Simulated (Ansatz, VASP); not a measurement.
# H in VASP and in Ansatz

The input INCAR:

```
PREC = Accurate
ENCUT = 520
EDIFF = 1E-7
ISMEAR = 0
SIGMA = 0.05
LREAL = F
LASPH = T
NELM = 60
ALGO = Normal
ISIF = 2
LWAVE = F
LCHARG = F
GGA = CA
NBANDS = 10
```

KPOINTS

```
regular mesh
0
Gamma
  8 8 4
```

The input POSCAR:

```
H
1.0
    1.5743479263     -2.6087622596      0.0000000000
    1.5743479263      2.6087622596      0.0000000000
    0.0000000000      0.0000000000      6.3137686200
H
4
Direct
    0.5678085000      0.4321915000      0.9995149500
    0.4321915000      0.5678085000      0.0004850500
    0.4321915000      0.5678085000      0.4995149500
    0.5678085000      0.4321915000      0.5004850500
```

Input for Ansatz:

```yaml
crystal:
  lattice:
    - [1.5743479263, -2.6087622596, 0.0]
    - [1.5743479263, 2.6087622596, 0.0]
    - [0.0, 0.0, 6.31376862]
  atoms:
    - { symbol: H, position: [0.5678085, 0.4321915, 0.99951495] }
    - { symbol: H, position: [0.4321915, 0.5678085, 0.00048505] }
    - { symbol: H, position: [0.4321915, 0.5678085, 0.49951495] }
    - { symbol: H, position: [0.5678085, 0.4321915, 0.50048505] }
basis:
  ecutwfc: 420
kpoints:
  mp_grid: { grid: [8, 8, 4] }
hamiltonian:
  xc: lda
scf:
  occupations: { method: gaussian, width: 0.05 }
output:
  forces: true
  stress: true
  eigenvalues: true
```

Change from the starting cell: strain -0.0450 x Voigt [1, 1, 0, 0, 0, 0], atoms carried along.

Alike in both runs: task single point; functional LDA; k mesh 8 × 8 × 4; occupations gaussian, width 0.05 eV; no spin polarisation.

```csv
,VASP,Ansatz
version,VASP 6.6.1,Ansatz 0.2.0
potentials or method,"VASP PAW LDA potentials, release 64 (H)","scalar-relativistic, plane waves, PAW"
plane-wave cutoff (eV),520,420
valence electrons in the cell,4,4
```

|  | VASP | Ansatz | Ansatz less VASP |
| --- | --- | --- | --- |
| gap on the k mesh at the Fermi level (eV) | 8.06 | 8.07 | +0.006 |
| least direct gap on the mesh (eV) | 8.08 | 8.09 | +0.006 |
| pressure (GPa) | 2.8 | 3.0 | +0.18 |
| largest component of the traceless stress (GPa) | 6.77 | 6.78 | +0.012 |
| rms of the force components (eV/Å) | 1.377 | 1.374 | -0.0035 |

Atom by atom the forces differ by 0.003 eV/Å (rms over components).

Caveats: forces of over 1 eV/Å show positions far from the minimum, so gaps and moduli don't describe the material at rest. A k mesh can miss the band edges.
